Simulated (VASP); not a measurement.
# Settings for GaN: equation of state

GaN, F-43m (no. 216), 2 atoms in the cell. AM05; PAW potentials Ga_d, N (PBE set). VASP 6.6.1.

Wanted: equilibrium volume within 0.2 %; bulk modulus within 1 %.

What the run is for: equation of state; Accuracy asked: standard.

The series start from Plane-wave cutoff (eV): 520; k-point mesh: 9 × 9 × 9; Volumes: 5 from 0.92 to 1.08; Precision mode (PREC): Accurate; Electronic threshold (eV): 1e-6; Aspherical gradient terms in the spheres (LASPH): yes; Start of each volume: each volume from scratch. Each series keeps the choices made before it, and each single choice may use up half of a tolerance. Times cover all steps of a run.

## Plane-wave cutoff (eV)

| Plane-wave cutoff (eV) | Equilibrium volume (Å³/atom) | Bulk modulus (GPa) | Time (s) |
|---|---|---|---|
| 320 | 11.36 | 194.2 | 34 |
| 400 | 11.38 | 183.6 | 48 |
| 460 | 11.35 | 185.9 | 47 |
| 520 | 11.35 | 185.4 | 41 |
| 600 | 11.35 | 185.3 | 69 |
| 700 | 11.35 | 185.3 | 69 |
| 840 (reference) | 11.35 | 185.3 | 93 |

Chosen: 460, the loosest value from which every tighter one stays within half of the tolerance.

## k-point mesh

| k-point mesh | Equilibrium volume (Å³/atom) | Bulk modulus (GPa) | Time (s) |
|---|---|---|---|
| 3 × 3 × 3 | 11.37 | 187.4 | 31 |
| 4 × 4 × 4 | 11.36 | 184.6 | 34 |
| 5 × 5 × 5 | 11.35 | 186.9 | 36 |
| 6 × 6 × 6 | 11.35 | 186.2 | 34 |
| 7 × 7 × 7 | 11.35 | 185.7 | 38 |
| 9 × 9 × 9 | 11.35 | 185.9 | 47 |
| 11 × 11 × 11 | 11.35 | 185.8 | 64 |
| 13 × 13 × 13 (reference) | 11.35 | 185.7 | 78 |

Chosen: 6 × 6 × 6.

## Volumes

| Volumes | Equilibrium volume (Å³/atom) | Bulk modulus (GPa) | Time (s) |
|---|---|---|---|
| 5 from 0.88 to 1.12 | 11.35 | 185.7 | 33 |
| 5 from 0.92 to 1.08 | 11.35 | 186.2 | 34 |
| 7 from 0.91 to 1.09 (reference) | 11.35 | 185.9 | 47 |

Chosen: 5 from 0.88 to 1.12.

## Precision mode (PREC)

| Precision mode (PREC) | Equilibrium volume (Å³/atom) | Bulk modulus (GPa) | Time (s) |
|---|---|---|---|
| SingleN | 11.31 | 186.3 | 23 |
| Normal | 11.35 | 185.9 | 24 |
| Accurate (reference) | 11.35 | 185.7 | 33 |

Chosen: Normal.

## Electronic threshold (eV)

| Electronic threshold (eV) | Equilibrium volume (Å³/atom) | Bulk modulus (GPa) | Time (s) |
|---|---|---|---|
| 0.001 | 11.35 | 185.9 | 18 |
| 0.0001 | 11.35 | 185.9 | 20 |
| 1e-5 | 11.35 | 185.9 | 22 |
| 1e-6 | 11.35 | 185.9 | 24 |
| 1e-7 (reference) | 11.35 | 185.9 | 23 |

Chosen: 0.001.

## Aspherical gradient terms in the spheres (LASPH)

| Aspherical gradient terms in the spheres (LASPH) | Equilibrium volume (Å³/atom) | Bulk modulus (GPa) | Time (s) |
|---|---|---|---|
| no | 11.34 | 185.6 | 8.9 |
| yes (reference) | 11.35 | 185.9 | 18 |

Chosen: no.

## Start of each volume

| Start of each volume | Equilibrium volume (Å³/atom) | Bulk modulus (GPa) | Time (s) |
|---|---|---|---|
| each volume from scratch | 11.34 | 185.6 | 8.9 |
| orbitals of the volume before (WAVECAR) | 11.34 | 185.6 | 6.6 |

Chosen: orbitals of the volume before (WAVECAR); it saves 2.3 s of 8.9, so each volume from scratch would do nearly as well.

## All choices together

| Input | Equilibrium volume (Å³/atom) | Bulk modulus (GPa) | Time (s) |
|---|---|---|---|
| the program's defaults (naive) | 11.37 | 178.8 | 7.6 |
| chosen settings | 11.34 | 185.6 | 6.6 |
| reference settings throughout | 11.35 | 185.2 | 218 |

The tolerance is met.

## The input

INCAR:
```
ALGO = Normal
EDIFF = 0.001
EFERMI = MIDGAP
ENCUT = 460
GGA = AM
GGA_COMPAT = False
ISIF = 2
ISMEAR = 0
LASPH = False
LCHARG = False
LREAL = False
LWAVE = True
NELM = 120
NSW = 0
PREC = Normal
SIGMA = 0.03
```

KPOINTS:
```
Automatic mesh
0
Gamma
  6 6 6
  0 0 0
```

POSCAR.step1:
```
GaN
1.0
    0.0000000000      2.1594935117      2.1594935117
    2.1594935117      0.0000000000      2.1594935117
    2.1594935117      2.1594935117      0.0000000000
Ga N
1 1
Direct
    0.0000000000      0.0000000000      0.0000000000
    0.2500000000      0.2500000000      0.2500000000
```

POSCAR.step2:
```
GaN
1.0
    0.0000000000      2.2074978911      2.2074978911
    2.2074978911      0.0000000000      2.2074978911
    2.2074978911      2.2074978911      0.0000000000
Ga N
1 1
Direct
    0.0000000000      0.0000000000      0.0000000000
    0.2500000000      0.2500000000      0.2500000000
```

POSCAR.step3:
```
GaN
1.0
    0.0000000000      2.2535006075      2.2535006075
    2.2535006075      0.0000000000      2.2535006075
    2.2535006075      2.2535006075      0.0000000000
Ga N
1 1
Direct
    0.0000000000      0.0000000000      0.0000000000
    0.2500000000      0.2500000000      0.2500000000
```

POSCAR.step4:
```
GaN
1.0
    0.0000000000      2.2976981147      2.2976981147
    2.2976981147      0.0000000000      2.2976981147
    2.2976981147      2.2976981147      0.0000000000
Ga N
1 1
Direct
    0.0000000000      0.0000000000      0.0000000000
    0.2500000000      0.2500000000      0.2500000000
```

POSCAR.step5:
```
GaN
1.0
    0.0000000000      2.3402577226      2.3402577226
    2.3402577226      0.0000000000      2.3402577226
    2.3402577226      2.3402577226      0.0000000000
Ga N
1 1
Direct
    0.0000000000      0.0000000000      0.0000000000
    0.2500000000      0.2500000000      0.2500000000
```

Commands (each step's output is kept before the next begins):
```
cat potpaw_PBE.64/Ga_d/POTCAR potpaw_PBE.64/N/POTCAR > POTCAR
cp POSCAR.step1 POSCAR
mpirun -np 1 vasp_std > vasp.out
cp POSCAR.step2 POSCAR
mpirun -np 1 vasp_std > vasp.out
cp POSCAR.step3 POSCAR
mpirun -np 1 vasp_std > vasp.out
cp POSCAR.step4 POSCAR
mpirun -np 1 vasp_std > vasp.out
cp POSCAR.step5 POSCAR
mpirun -np 1 vasp_std > vasp.out
```

The chosen input took VASP 6.6.1 6.6 s on 1 core (Intel Xeon Platinum 8488C (Sapphire Rapids)), a shared host.

## An input that fails: cutoff far too low

It runs to its end, but against the unchanged starting input it is off by 0.087 % in the equilibrium volume, 17 % in the bulk modulus.

Changes against the starting input:
```
(all steps)
- PREC = Accurate
- NELM = 120
- ENCUT = 520
+ PREC = Low
+ NELM = 91
+ ENCUT = 240
```
